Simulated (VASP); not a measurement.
Input of a VASP 6.6.1 run:

The input INCAR:

```
SYSTEM = AlN
  ALGO = Fast
  EDIFF = 1E-8
  ENCUT = 600
  GGA = CA
  IBRION = 8
  ISIF = 2
  ISMEAR = 0
  LASPH = .TRUE.
  LCHARG = .FALSE.
  LEPSILON = .TRUE.
  LREAL = .FALSE.
  LWAVE = .FALSE.
  NELM = 100
  NSW = 1
  PREC = Accurate
  SIGMA = 0.02
```

The input KPOINTS:

```
k-points
0
G
  10 10 10
  0 0 0
```

POSCAR

```
AlN
1.0
    0.0000000000      2.0068500000      2.0068500000
    2.0068500000      0.0000000000      2.0068500000
    2.0068500000      2.0068500000      0.0000000000
Al N
1 1
Direct
    0.5000000000      0.5000000000      0.5000000000
    0.0000000000      0.0000000000      0.0000000000
```

Potentials or basis: VASP PAW LDA potentials, release 64 (Al, N).

The run is started by

```console
$ cat potpaw_LDA.64/Al/POTCAR potpaw_LDA.64/N/POTCAR > POTCAR
$ mpirun -np 1 vasp_std > vasp.out
```

Problem. Predict the electronic dielectric tensor (diagonal).

Solution. 5.04.

Problem. Estimate the Born charges (mean of the diagonal).

Solution. Al +2.94; N -2.94 e.

Problem. What does it give for the band gap on the k mesh?

Solution. 4.67 eV, indirect (least direct gap 6.09 eV).

Problem. Estimate the highest phonon frequency at Γ, LO-TO splitting left out.

Solution. 482 cm⁻¹.

Phonon frequencies in cm⁻¹ (negative: imaginary):
| q point | frequencies |
| --- | --- |
| (0.000, 0.000, 0.000) | 0 0 0 482 482 482 |

A k mesh can miss the band edges. A hybrid or GW would open this gap; LDA tends to underestimate it.
